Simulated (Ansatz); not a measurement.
**KI: a tetragonal deformation path**

The task, for KI: look for other minima along a tetragonal path.

Program: Ansatz 0.2.0. Level of theory: DFT PBE, scalar-relativistic, plane waves, PAW. These are calculated values, not measurements.

**1. The starting structure**

It takes space group Fm-3m (No. 225, cubic). The conventional cell has a = 7.049 Å, b = 7.049 Å, c = 7.049 Å, α = 90.00°, β = 90.00°, γ = 90.00°. Around K (site symmetry m-3m) lie 6 I at 3.52 Å. Around I (site symmetry m-3m) lie 6 K at 3.52 Å.

As a file:

```xyz
2
Lattice="0.0000 3.5246 3.5246 3.5246 0.0000 3.5246 3.5246 3.5246 0.0000" Properties=species:S:1:pos:R:3 pbc="T T T"
K     0.0000    0.0000    0.0000
I     3.5246    3.5246    3.5246
```

No relaxation comes first: the listed cell is the starting point.

**2. The reference cell**

Reference values: F = -9053.6875 eV; pressure 0.68 GPa; largest force 0.000 eV/Å; gap on the mesh 3.98 eV. It was computed beforehand with the settings of the runs below.

**3. Next: a tetragonal deformation path**

At fixed volume and fractional coordinates, lengths along (0.000, 0.000, 1.000) are scaled against those across it; ρ is that ratio over its starting value.

**4. At ρ = 0.707**

input.yaml reads:

```yaml
crystal:
  lattice:
    - [0.0, 3.9563727749, 2.7971555518]
    - [3.9563727749, 0.0, 2.7971555518]
    - [3.9563727749, 3.9563727749, 0.0]
  atoms:
    - { symbol: K, position: [0.0, 0.0, 0.0] }
    - { symbol: I, position: [0.5, 0.5, 0.5] }
basis:
  ecutwfc: 420
kpoints:
  mp_grid: { grid: [6, 6, 6] }
hamiltonian:
  xc: pbe
scf:
  occupations: { method: gaussian, width: 0.05 }
output:
  forces: true
  stress: true
  eigenvalues: true
```

Command:

```console
> ansatz run input.yaml --threads 1 --pin off --max-ram 2560MiB --backend cpu --events-out ev --progress --plain --runs-dir out
```

The session goes on with these runs: At ρ = 1.414; ρ = 0.850; ρ = 1.200; At ρ = 0.780; ρ = 1.300; point ρ = 0.920; At ρ = 1.100; point ρ = 0.650; ρ = 1.500; point ρ = 0.960; point ρ = 1.050.

Q: Predict the outcome of this session. Wanted: highest point.

The runs gave:

```
     quantity                         value
highest point  1026.7 meV/atom at ρ = 0.650
```

In words: The undisturbed cell stays the lowest of the sampled points. No sampled point inside the path is a dip, apart from those named. The gap on the mesh stays between 2.46 and 3.98 eV. These runs have no spin-orbit coupling; with I it would split and shift bands.
